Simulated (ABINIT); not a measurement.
# MgS (Niningerite) (Fm-3m) in ABINIT: further runs

One crystal, MgS (Niningerite), is run at these levels: PBEsol; tasks: positron lifetime, dielectric tensor.

Program: ABINIT 10.8.3 (patched build). These are calculated values, not measurements. Logs are shortened: lines on timing, memory, paths and dates and some standing lists are left out, and cuts for length are marked. The log counts tension as positive stress, the text compression.

### 1 The structure

Symmetry: Fm-3m, No. 225, cubic system. The conventional cell has a = 5.203 Å, b = 5.203 Å, c = 5.203 Å, α = 90.00°, β = 90.00°, γ = 90.00°. Around S (site symmetry m-3m) lie 6 Mg at 2.60 Å. Mg (site symmetry m-3m) is surrounded by 6 S at 2.60 Å.

### 2 Positron lifetime, PBEsol

run.abi reads:

```
ndtset 2

pp_dirpath "./"
pseudos "S.GGA_PBE-JTH.xml, Mg.GGA_PBE-JTH.xml"

acell 3*1.0
rprim
     0.0000000000     4.9164059721     4.9164059721
     4.9164059721     0.0000000000     4.9164059721
     4.9164059721     4.9164059721     0.0000000000
ntypat 2
znucl 16 12
natom 2
typat 1 2
xred
            1/2            1/2            1/2
            0.0            0.0            0.0

ecut 15.0
pawecutdg 30.0

ixc -116133

nstep 80

iomode 3
prteig 0
prtebands 0
prtwf 0

kptopt1 1
ngkpt1 6 6 6
nshiftk1 1
shiftk1 0.0 0.0 0.0
nband1 12
occopt1 3
tsmear1 0.00183747
tolvrs1 1.0e-10
prtden1 1

positron2 1
ixcpositron2 11
getden2 1
kptopt2 0
nkpt2 1
kpt2 0.0 0.0 0.0
nband2 1
occopt2 2
occ2 1.0
posocc2 1.0
toldfe2 1.0e-7
nline2 10
nnsclo2 2
optforces2 0
optstress2 0
prtden2 0
```

Potentials or basis: JTH PAW PBE v2.0.

Launch:

```sh
$ abinit run.abi > log 2>&1
```

run.abo:

```text
.Version 10.8.3 of ABINIT
 DATASET    1 : space group Fm -3 m (#225); Bravais cF (face-center cubic)
================================================================================
 Values of the parameters that define the memory need for DATASET  1.
     intxc =       0    ionmov =       0      iscf =      17    lmnmax =       8
     lnmax =       4     mgfft =      27  mpssoang =       2    mqgrid =    3001
     natom =       2  nloc_mem =       2    nspden =       1   nspinor =       1
    nsppol =       1      nsym =      48    n1xccc =       1    ntypat =       2
    occopt =       3   xclevel =       2
       mpw =         680          nfft =       19683          nkpt =          16
 PAW method is used; the additional fine FFT grid is defined by:
   mgfftf=        36    nfftf =     46656
================================================================================
================================================================================

 DATASET    2 : space group Fm -3 m (#225); Bravais cF (face-center cubic)
================================================================================
 Values of the parameters that define the memory need for DATASET  2.
     intxc =       0    ionmov =       0      iscf =      17    lmnmax =       8
     lnmax =       4     mgfft =      27  mpssoang =       2    mqgrid =    3001
     natom =       2  nloc_mem =       2    nspden =       1   nspinor =       1
    nsppol =       1      nsym =      48    n1xccc =       1    ntypat =       2
    occopt =       2   xclevel =       2
       mpw =         323          nfft =       19683          nkpt =           1
 PAW method is used; the additional fine FFT grid is defined by:
   mgfftf=        36    nfftf =     46656
================================================================================
================================================================================

--------------------------------------------------------------------------------
------------- Echo of variables that govern the present computation ------------
--------------------------------------------------------------------------------
 -outvars: echo values of preprocessed input variables --------
            acell      1.0000000000E+00  1.0000000000E+00  1.0000000000E+00 Bohr
              amu      3.20660000E+01  2.43050000E+01
             ecut      1.50000000E+01 Hartree
           getden1          0
           getden2          1
              ixc     -116133
      ixcpositron1          1
      ixcpositron2         11
           jdtset        1    2
           kptopt1          1
           kptopt2          0
         kptrlatt        6    0    0      0    6    0      0    0    6
          kptrlen1     4.17170880E+01
          kptrlen2     3.00000000E+01
            natom           2
            nband1         12
            nband2          1
           ndtset           2
            ngfft          27      27      27
          ngfftdg          36      36      36
             nkpt1         16
             nkpt2          1
            nline1          4
            nline2         10
           nnsclo1          0
           nnsclo2          2
            nstep          80
             nsym          48
           ntypat           2
           occopt1          3
           occopt2          2
        optforces1          2
        optforces2          0
        optstress1          1
        optstress2          0
        pawecutdg      3.00000000E+01 Hartree
         positron1          0
         positron2          1
           prtden1          1
           prtden2          0
        prtebands           0
           prteig           0
            prtwf           0
            rprim      0.0000000000E+00  4.9164059721E+00  4.9164059721E+00
                       4.9164059721E+00  0.0000000000E+00  4.9164059721E+00
                       4.9164059721E+00  4.9164059721E+00  0.0000000000E+00
           shiftk1     0.00000000E+00  0.00000000E+00  0.00000000E+00
           shiftk2     5.00000000E-01  5.00000000E-01  5.00000000E-01
          spgroup         225
           toldfe1     0.00000000E+00 Hartree
           toldfe2     1.00000000E-07 Hartree
           tolvrs1     1.00000000E-10
           tolvrs2     0.00000000E+00
           tsmear1     1.83747000E-03 Hartree
           tsmear2     1.00000000E-02 Hartree
            typat      1  2
           useylm           1
           xangst      2.6016499982E+00  2.6016499982E+00  2.6016499982E+00
                       0.0000000000E+00  0.0000000000E+00  0.0000000000E+00
            xcart      4.9164059721E+00  4.9164059721E+00  4.9164059721E+00
                       0.0000000000E+00  0.0000000000E+00  0.0000000000E+00
             xred      5.0000000000E-01  5.0000000000E-01  5.0000000000E-01
                       0.0000000000E+00  0.0000000000E+00  0.0000000000E+00
            znucl       16.00000   12.00000
[... 254 lines left out ...]

--- !BeginCycle
iteration_state: {dtset: 2, }
solver: {iscf: 17, nstep: 80, nline: 10, wfoptalg: 10, }
tolerances: {toldfe: 1.00E-07, }
...

     iter   Etot(hartree)      deltaE(h)  residm     nres2
 ETOT  1  -74.256792726706    -7.426E+01 3.612E-01 2.745E-01
 ETOT  2  -74.303708574779    -4.692E-02 2.551E-08 4.594E-02
 ETOT  3  -74.303708579283    -4.504E-09 1.313E-13 8.893E-03
 ETOT  4  -74.303711083546    -2.504E-06 6.609E-21 7.160E-05
 ETOT  5  -74.303708579283     2.504E-06 3.009E-19 1.044E-06
 ETOT  6  -74.303708579380    -9.683E-11 8.663E-24 5.561E-08
 ETOT  7  -74.303708579283     9.685E-11 9.469E-24 1.755E-10

 At SCF step    7, etot is converged :
  for the second time, diff in etot=  9.685E-11 < toldfe=  1.000E-07

--- !ResultsGS
iteration_state: {dtset: 2, }
comment   : Summary of ground state results
lattice_vectors:
- [  0.0000000,   4.9164060,   4.9164060, ]
- [  4.9164060,   0.0000000,   4.9164060, ]
- [  4.9164060,   4.9164060,   0.0000000, ]
lattice_lengths: [   6.95285,    6.95285,    6.95285, ]
lattice_angles: [ 60.000,  60.000,  60.000, ] # degrees, (23, 13, 12)
lattice_volume:   2.3766937E+02
convergence: {deltae:  9.685E-11, res2:  1.755E-10, residm:  9.469E-24, diffor:  0.000E+00, }
etotal    :  -7.43037086E+01
entropy   :   0.00000000E+00
fermie    :  -4.53498329E-01
cartesian_stress_tensor: null
pressure_GPa: null
xred      :
- [  5.0000E-01,   5.0000E-01,   5.0000E-01,  S]
- [  0.0000E+00,   0.0000E+00,   0.0000E+00, Mg]
cartesian_forces: null
force_length_stats: {min: null, max: null, mean: null, }
...

 Integrated electronic density in atomic spheres:
 ------------------------------------------------
 Atom  Sphere_radius  Integrated_density
    1        1.90380          0.03692305
    2        1.90158          0.04811784

--------------------------------------------------------------------------------
 Results for electron-positron annihilation:

 # Zero-positron density limit of Arponen and Pajanne fitted by Sterne & Kaiser
   Ref.: P.A. Sterne and J.H. Kaiser, Phys. Rev. B 43, 13892 (1991)
 # Enhancement factor of Sterne & Kaiser
   Ref.: P.A. Sterne and J.H. Kaiser, Phys. Rev. B 43, 13892 (1991)

 Positron lifetime                         (ps)   =  1.82098699E+02
 Positron lifetime with IPM for core elec. (ps)   =  1.82626430E+02
 Annihilation rate                         (ns-1) =  5.49152743E+00
 Annihilation rate with IPM for core elec. (ns-1) =  5.47565871E+00

 Annihilation rate core/valence decomposition:
   Core    contribution to ann.rate          (ns-1) =  9.98886634E-02
   Valence contribution to ann.rate          (ns-1) =  5.39163877E+00
   Core    contribution to ann.rate with IPM (ns-1) =  8.12786591E-02
   Valence contribution to ann.rate with IPM (ns-1) =  5.39438005E+00

 Annihilation rate PAW decomposition:
   Plane-wave contribution to ann.rate          (ns-1) =  5.43051228E+00
   Plane-wave valence contribution to ann.rate  (ns-1) =  5.38914556E+00
   On-site core contribution to ann.rate        (ns-1) =  5.85219393E-02
   On-site valence contribution to ann.rate     (ns-1) =  2.49320865E-03
   Plane-wave contribution to ann.rate with IPM (ns-1) =  5.41699206E+00
   Plane-wave core contrb. to ann.rate with IPM (ns-1) =  2.11761816E-02

      (*) IPM=Independent particle Model

================================================================================

 ----iterations are completed or convergence reached----

 Mean square residual over all n,k,spin=   94.692E-25; max=  94.692E-25
 reduced coordinates (array xred) for    2 atoms
       0.500000000000      0.500000000000      0.500000000000
       0.000000000000      0.000000000000      0.000000000000
 rms dE/dt=  0.0000E+00; max dE/dt=  0.0000E+00; dE/dt below (all hartree)
    1       0.000000000000      0.000000000000      0.000000000000
    2       0.000000000000      0.000000000000      0.000000000000

 cartesian coordinates (angstrom) at end:
    1      2.60164999821774     2.60164999821774     2.60164999821774
    2      0.00000000000000     0.00000000000000     0.00000000000000
 length scales=  1.000000000000  1.000000000000  1.000000000000 bohr
              =  0.529177210544  0.529177210544  0.529177210544 angstroms
 Fermi (or HOMO) energy (hartree) =  -0.45350   Average Vxc (hartree)=  -0.32471
 Eigenvalues (hartree) for nkpt=   1  k points:
 kpt#   1, nband=  1, wtk=  1.00000, kpt=  0.0000  0.0000  0.0000 (reduced coord)
  -0.45350

--- !EnergyTerms
iteration_state     : {dtset: 2, }
comment             : Components of total free energy in Hartree
kinetic             :  5.83742217734941E-02
local_psp           : -5.25512173044152E-01
PAW spherical_terms :  3.22823560142727E-02
positronic          : -4.34855595256376E-01
electronic          : -7.38502102507256E+01
electron_positron_interaction: -1.86433927824547E-02
total_energy        : -7.43037092387645E+01
total_energy_eV     : -2.02190693160509E+03
...

--- !EnergyTermsDC
iteration_state     : {dtset: 2, }
comment             : '"Double-counting" decomposition of free energy'
band_energy         : -4.53498328557048E-01
PAW spherical_terms :  0.00000000000000E+00
electron_positron_dc:  1.86433927824521E-02
positronic          : -4.34854935774591E-01
electronic          : -7.38502102507256E+01
electron_positron_interaction: -1.86433927824547E-02
total_energy_dc     : -7.43037085792827E+01
total_energy_dc_eV  : -2.02190691365967E+03
...

== END DATASET(S) ==============================================================
================================================================================

 -outvars: echo values of variables after computation  --------
            acell      1.0000000000E+00  1.0000000000E+00  1.0000000000E+00 Bohr
           etotal1    -7.3850210251E+01
           etotal2    -7.4303708579E+01
            fcart1    -0.0000000000E+00 -0.0000000000E+00 -0.0000000000E+00
                      -0.0000000000E+00 -0.0000000000E+00 -0.0000000000E+00
            fcart2     9.9999999999E+99  9.9999999999E+99  9.9999999999E+99
                       9.9999999999E+99  9.9999999999E+99  9.9999999999E+99
            rprim      0.0000000000E+00  4.9164059721E+00  4.9164059721E+00
                       4.9164059721E+00  0.0000000000E+00  4.9164059721E+00
                       4.9164059721E+00  4.9164059721E+00  0.0000000000E+00
           strten1     4.9289327942E-05  4.9289327942E-05  4.9289327942E-05
                       0.0000000000E+00  0.0000000000E+00  0.0000000000E+00
           strten2     9.9999999999E+99  9.9999999999E+99  9.9999999999E+99
                       9.9999999999E+99  9.9999999999E+99  9.9999999999E+99
           xangst      2.6016499982E+00  2.6016499982E+00  2.6016499982E+00
                       0.0000000000E+00  0.0000000000E+00  0.0000000000E+00
             xred      5.0000000000E-01  5.0000000000E-01  5.0000000000E-01
                       0.0000000000E+00  0.0000000000E+00  0.0000000000E+00
 Calculation completed.
```

It took 6.8 s on 1 thread of Arm Neoverse V1, shared host; peak memory 0.07 GiB.

What came out:

- Free energy: -2009.5666 eV
- Band gap on the k mesh: 2.71 eV, indirect (least direct gap 3.59 eV)
- Positron lifetime, core in the independent-particle model: 183 ps
- Positron lifetime: 182 ps

Caveat: the cutoff is too short for stress, so the log's stress isn't used; the PAW basis is incomplete for the positron; the PAW data sets were made with another functional, which shifts forces and pressure a little. A k mesh can miss the band edges.

### 3 Dielectric tensor, PBEsol

run.abi reads:

```
# Datasets
ndtset 3

# Pseudopotentials
pp_dirpath "./"
pseudos "S.upf, Mg.upf"

# Structure
acell 3*1.0
rprim
     0.0000000000     4.9164059721     4.9164059721
     4.9164059721     0.0000000000     4.9164059721
     4.9164059721     4.9164059721     0.0000000000
ntypat 2
znucl 16 12
natom 2
typat 1 2
xred
            1/2            1/2            1/2
            0.0            0.0            0.0

# Plane-wave basis
ecut 38.0

# k points
ngkpt 4 4 4
nshiftk 4
shiftk
     0.5000000000     0.5000000000     0.5000000000
     0.5000000000     0.0000000000     0.0000000000
     0.0000000000     0.5000000000     0.0000000000
     0.0000000000     0.0000000000     0.5000000000

# Exchange and correlation
ixc -116133

# Bands and occupations
nband 8
occopt 1

# SCF cycle
nstep 80
diemac 6.0

# Output
prteig 0
prtebands 0
prtwf 0
prtden 0
prtpot 0

# Dataset 1: ground state
kptopt1 1
tolvrs1 1.0e-15
prtwf1 1

# Dataset 2: derivatives of the wave functions by k
iscf2 -3
rfelfd2 2
rfdir2 1 1 1
getwfk2 1
kptopt2 2
nqpt2 1
qpt2 0.0 0.0 0.0
tolwfr2 1.0e-18
prtwf2 1

# Dataset 3: response at q = 0 to electric field
rfelfd3 3
rfdir3 1 1 1
getwfk3 1
getddk3 2
kptopt3 2
nqpt3 1
qpt3 0.0 0.0 0.0
tolvrs3 1.0e-9
```

mrgddb.in reads:

```
merged_DDB
MgS
2
runo_DS1_DDB
runo_DS3_DDB
```

anaddb.abi reads:

```
ddb_filepath "merged_DDB"
output_file "anaddb.abo"
outdata_prefix "ana"
asr 1
chneut 1
dipdip 1
dieflag 2
enunit 0
```

Potentials or basis: PseudoDojo NC SR PBEsol v0.4.1 standard.

Launch:

```sh
$ abinit run.abi > log 2>&1
$ mrgddb < mrgddb.in > mrgddb.log 2>&1
$ anaddb anaddb.abi > anaddb.log 2>&1
```

run.abo:

```text
.Version 10.8.3 of ABINIT
 DATASET    1 : space group Fm -3 m (#225); Bravais cF (face-center cubic)
================================================================================
 Values of the parameters that define the memory need for DATASET  1.
     intxc =       0    ionmov =       0      iscf =       7    lmnmax =       6
     lnmax =       6     mgfft =      40  mpssoang =       3    mqgrid =    3001
     natom =       2  nloc_mem =       1    nspden =       1   nspinor =       1
    nsppol =       1      nsym =      48    n1xccc =    2501    ntypat =       2
    occopt =       1   xclevel =       2
       mpw =        2698          nfft =       64000          nkpt =          10
================================================================================
================================================================================

 DATASET    2 : space group Fm -3 m (#225); Bravais cF (face-center cubic)
================================================================================
 Values of the parameters that define the memory need for DATASET  2 (RF).
[... 592 lines left out ...]

 -outvars: echo values of variables after computation  --------
            acell      1.0000000000E+00  1.0000000000E+00  1.0000000000E+00 Bohr
           etotal1    -7.0431111105E+01
           etotal2    -2.1880925374E+01
           etotal3    -1.0604750364E+02
            fcart1    -0.0000000000E+00 -0.0000000000E+00 -0.0000000000E+00
                      -0.0000000000E+00 -0.0000000000E+00 -0.0000000000E+00
            fcart3     0.0000000000E+00  0.0000000000E+00  0.0000000000E+00
                       0.0000000000E+00  0.0000000000E+00  0.0000000000E+00
            rprim      0.0000000000E+00  4.9164059721E+00  4.9164059721E+00
                       4.9164059721E+00  0.0000000000E+00  4.9164059721E+00
                       4.9164059721E+00  4.9164059721E+00  0.0000000000E+00
           strten1     4.7426749271E-05  4.7426749271E-05  4.7426749271E-05
                       0.0000000000E+00  0.0000000000E+00  0.0000000000E+00
           strten3     0.0000000000E+00  0.0000000000E+00  0.0000000000E+00
                       0.0000000000E+00  0.0000000000E+00  0.0000000000E+00
           xangst      2.6016499982E+00  2.6016499982E+00  2.6016499982E+00
                       0.0000000000E+00  0.0000000000E+00  0.0000000000E+00
             xred      5.0000000000E-01  5.0000000000E-01  5.0000000000E-01
                       0.0000000000E+00  0.0000000000E+00  0.0000000000E+00
 Calculation completed.
```

Run time: 4.4 min. Hardware: 1 thread of Arm Neoverse V1, shared host; peak memory 0.21 GiB.

Results:

* Free energy: -1916.5282 eV
* Pressure: -1.4 GPa
* Electronic dielectric tensor (diagonal): 5.58
* Born charges (mean of the diagonal): S -2.33; Mg +2.33 e

Electronic dielectric tensor:
```
5.58 0.00 0.00
0.00 5.58 0.00
0.00 0.00 5.58
```

Born effective charge tensors (e):
atom 1, S
```
-2.33  0.00  0.00
 0.00 -2.33  0.00
 0.00  0.00 -2.33
```
atom 2, Mg
```
2.33 0.00 0.00
0.00 2.33 0.00
0.00 0.00 2.33
```
